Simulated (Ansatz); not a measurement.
## AgI as a strained film

Computed with DFT PBE, scalar-relativistic, plane waves, PAW (Ansatz 0.2.0). (420 eV cutoff, 6×6×4 k-mesh, Gaussian smearing of 0.02 eV, no spin polarisation)

Starting point, cell and atoms relaxed:

```
Ag I
1.0
     4.68629    0.00000    0.00000
    -2.34314    4.05844    0.00000
     0.00000    0.00000    7.66113
Ag I
2 2
Direct
  0.33333 0.66667 0.00245
  0.66667 0.33333 0.50245
  0.33333 0.66667 0.37745
  0.66667 0.33333 0.87745
```

The a-b plane is strained alike in both directions, as on a substrate, while c and the atoms relax within the symmetry that the strain leaves. Stress is positive in compression; energies are free energies at the smearing used, per atom.

```csv
strain (%),c (Å),σ in plane (GPa),ΔE (meV/atom)
-4.5,8.0277,1.59,16.47
-3.0,7.9029,1.07,7.35
-1.5,7.7815,0.53,1.83
+0.0,7.6611,-0.01,0.00
+1.5,7.5455,-0.56,1.92
+3.0,7.4344,-1.09,7.53
+4.5,7.3209,-1.57,16.62
```

**Question.** Get the biaxial modulus twice, from the stresses and from the energies of the innermost pair.

**Answer.** From stress: M = −Δσ/Δε = (0.53 − (-0.56)) / 0.030 = 36 GPa. Two in-plane directions each store σε/2, so the energy density is Mε²: M = (mean ΔE)/(V ε²) = 1.88 meV / (36.427 Å³ × 0.015²) × 0.16022 GPa Å³/meV = 37 GPa. The two agree.

**Question.** How well does Mε², with M from the stresses, predict the outermost points?

**Answer.** 16.7 meV predicted against 16.5 computed at -4.5 %; 16.7 meV predicted against 16.6 computed at +4.5 %. The departures hold terms beyond second order and the noise of the energies.

**Question.** How does c respond, and up to what thickness can a film with 1 % or 2 % misfit stay coherent on a thick substrate?

**Answer.** c answers with ε_c = −1.03 ε. In an isotropic solid that ratio is 2ν/(1 − ν), so ν = r/(2 + r) = 0.34. A film of thickness h stores Mε²h per area, 3.6 mJ/m² per nm at 1 %. The Matthews–Blakeslee balance for pure edge misfit dislocations, h = b/(8πf(1 + ν)) × (ln(h/b) + 1), with b taken as the in-plane vector a = 4.69 Å, solved by iteration, gives 4.6 nm at f = 1 % and 1.5 nm at 2 %. This is an isotropic estimate in which the moduli cancel; the real Burgers vector, glide system, anisotropy and slow kinetics can shift it by a factor of a few, mostly upward.